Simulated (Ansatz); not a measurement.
Si:

```
Si
1.0
     4.12095    0.00000    0.00000
    -2.06047    3.56885    0.00000
     0.00000    0.00000    2.65479
Si
2
Direct
  0.33333 0.66667 0.50000
  0.66667 0.33333 0.50000
```

The cell was built by a generator and needn't be a form met in nature.

```yaml
Program: Ansatz 0.2.0
Task: relaxation of cell and atoms
Functional: PBE0
Potentials_or_basis: Ansatz PAW
Cutoff: "420 eV (not typed: the program's choice for these potentials)"
k_mesh: 4 × 4 × 5
Occupations: fermi-dirac, width 0.05 eV
Spin: no spin polarisation
```

At the start: volume 19.52 Å³/atom.

Q: Where does the relaxation end?

A: It ends after 5 steps and the volume is 18.85 Å³/atom (-3.4 %); space group P6/mmm (No. 191, to 0.05 Å).

Step by step:
```csv
step,energy change (eV),largest force (eV/Å),volume (Å³)
1,0.0000,0.0000,39.04
2,-0.0541,0.0000,37.42
3,-0.0576,0.0000,37.78
4,-0.0578,0.0000,37.70
5,-0.0577,0.0000,37.70
```

Final structure:
```cif
data_structure
_symmetry_space_group_name_H-M 'P 1'
_symmetry_Int_Tables_number 1
_cell_length_a 4.1322
_cell_length_b 4.1322
_cell_length_c 2.5497
_cell_angle_alpha 90.000
_cell_angle_beta 90.000
_cell_angle_gamma 120.000
_cell_volume 37.70
loop_
_atom_site_label
_atom_site_type_symbol
_atom_site_fract_x
_atom_site_fract_y
_atom_site_fract_z
_atom_site_occupancy
Si1 Si 0.33333 0.66667 0.50000 1
Si2 Si 0.66667 0.33333 0.50000 1
```

Caveat: the k mesh is coarse (spacing up to 0.47 Å⁻¹), so the values aren't converged, least of all with exact exchange; the plane-wave basis is chosen anew once the cell has moved, so the energies of steps on either side of that aren't comparable; the PAW data sets come from PBE, with cores solved anew for the run's functional, which leaves a small shift of forces and pressure.
